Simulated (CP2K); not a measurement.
The system is As.

```
CELL_PARAMETERS angstrom
2.99871 0.00000 0.00000
-0.15836 2.59337 0.00000
0.58808 0.54155 2.45549
ATOMIC_POSITIONS crystal
As 0.50000 0.50000 0.50000
```

Base run:

```yaml
Program: CP2K 2026.2
Functional: LDA
Potentials_or_basis: POTENTIAL_UZH As GTH-PBE-q5; TZVP-MOLOPT-PBE-GTH basis
Density_cutoff: 9184 eV
k_mesh: 9 × 10 × 11
Occupations: fermi-dirac, width 0.05 eV
Spin: no spin polarisation
```

Its results: band gap on the k mesh none (metal or under the smearing width); pressure 6.6 GPa.

Problem. The run is repeated on the same cell with these changes: functional from LDA to revPBE. What comes out?

Solution. Band gap on the k mesh none (metal or under the smearing width); pressure 8.8 GPa.

revPBE binds less tightly than LDA, so the same cell stands under more pressure.

Caveats: the potentials were made for another functional, which shifts forces and pressure; the basis of atomic orbitals isn't converged, which shifts pressures, moduli and gaps.
